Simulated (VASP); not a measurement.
Input of a VASP 6.6.1 run:

The input INCAR:

```
SYSTEM = Sb
ALGO = Normal
EDIFF = 1E-6
ENCUT = 520
GGA = PS
ISIF = 2
ISMEAR = 0
LASPH = .True.
LCHARG = .False.
LREAL = .False.
LWAVE = .False.
NBANDS = 8
NELM = 100
PREC = Accurate
SIGMA = 0.1
```

File KPOINTS:

```
k-points
0
Gamma
  18 18 18
  0 0 0
```

Contents of POSCAR:

```
Sb
1.0
   -1.5739704226      1.5739704226      2.4634435128
    1.5739704226     -1.5739704226      2.4634435128
    1.5739704226      1.5739704226     -2.4634435128
Sb
1
Direct
    0.0000000000      0.0000000000      0.0000000000
```

Potentials or basis: VASP PAW PBE potentials, release 64 (Sb).

Command:

```console
$ cat potpaw_PBE.64/Sb/POTCAR > POTCAR
$ mpirun -np 1 vasp_std > vasp.out
```

Problem. Predict the band gap on the k mesh.

Solution. None (metal or under the smearing width).

Problem. Estimate the pressure.

Solution. 5.8 GPa.

Stress tensor (GPa, compression positive):
```
5.72 0.00 0.00
0.00 5.72 0.00
0.00 0.00 6.00
```

Caveat: the PAW data sets were made with another functional, which shifts forces and pressure a little. Spin-orbit coupling is left out, which matters for the levels of Sb.
